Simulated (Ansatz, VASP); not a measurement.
**Two plane-wave programs on PbSe**

INCAR

```
SYSTEM = PbSe
PREC     = Accurate       ! precision mode
ENCUT    = 520            ! plane-wave cutoff, eV
EDIFF    = 1E-7           ! SCF threshold, eV
ISMEAR   = 0              ! smearing method
SIGMA    = 0.03           ! smearing width, eV
LREAL    = .False.        ! projectors in reciprocal space
LASPH    = .True.         ! aspherical terms in the spheres
NELM     = 80             ! most SCF steps
ALGO     = Normal         ! electronic algorithm
ISIF     = 2              ! what is computed and relaxed
LWAVE    = .False.        ! write WAVECAR
LCHARG   = .False.        ! write CHGCAR
GGA      = PE             ! functional
NBANDS   = 17             ! bands
```

The input KPOINTS:

```
regular mesh
0
Gamma
  10 10 10
  0 0 0
```

File POSCAR:

```
PbSe
1.0
    0.0000000000      2.7282028466      3.8576788251
    2.7282028466      0.0000000000      3.8576788251
    2.7282028466      2.7282028466      0.0000000000
Pb Se
1 1
Direct
    0.0000000000      0.0000000000      0.0000000000
    0.5000000000      0.5000000000      0.5000000000
```

Input for Ansatz:

```yaml
crystal:
  lattice:
    - [0.0, 2.7282028466, 3.8576788251]
    - [2.7282028466, 0.0, 3.8576788251]
    - [2.7282028466, 2.7282028466, 0.0]
  atoms:
    - { symbol: Pb, position: [0.0, 0.0, 0.0] }
    - { symbol: Se, position: [0.5, 0.5, 0.5] }
basis:
  ecutwfc: 420
kpoints:
  mp_grid: { grid: [10, 10, 10] }
hamiltonian:
  xc: pbe
scf:
  occupations: { method: gaussian, width: 0.03 }
output:
  forces: true
  stress: true
  eigenvalues: true
```

Alike in both runs: task single point; functional PBE; k mesh 10 × 10 × 10; occupations gaussian, width 0.03 eV; no spin polarisation.

```csv
,VASP,Ansatz
version,VASP 6.6.1,Ansatz 0.2.0
potentials or method,"VASP PAW PBE potentials, release 64 (Pb_d, Se)","scalar-relativistic, plane waves, PAW"
plane-wave cutoff (eV),520,420
valence electrons in the cell,20,30
```

|  | VASP | Ansatz | Ansatz less VASP |
| --- | --- | --- | --- |
| gap on the k mesh at the Fermi level (eV) | none | none | - |
| pressure (GPa) | 16.0 | 16.0 | -0.01 |
| largest component of the traceless stress (GPa) | 19.15 | 19.11 | -0.044 |

A gap of «none» marks a metal or a gap that the smearing closes. The two sets of potentials don't hold the same shells in valence.

Caveats: so large a pressure means that the cell lies far from this level's equilibrium, or that cutoff or potentials fall short (VASP). The runs have no spin-orbit coupling, so splittings on Pb are missing.
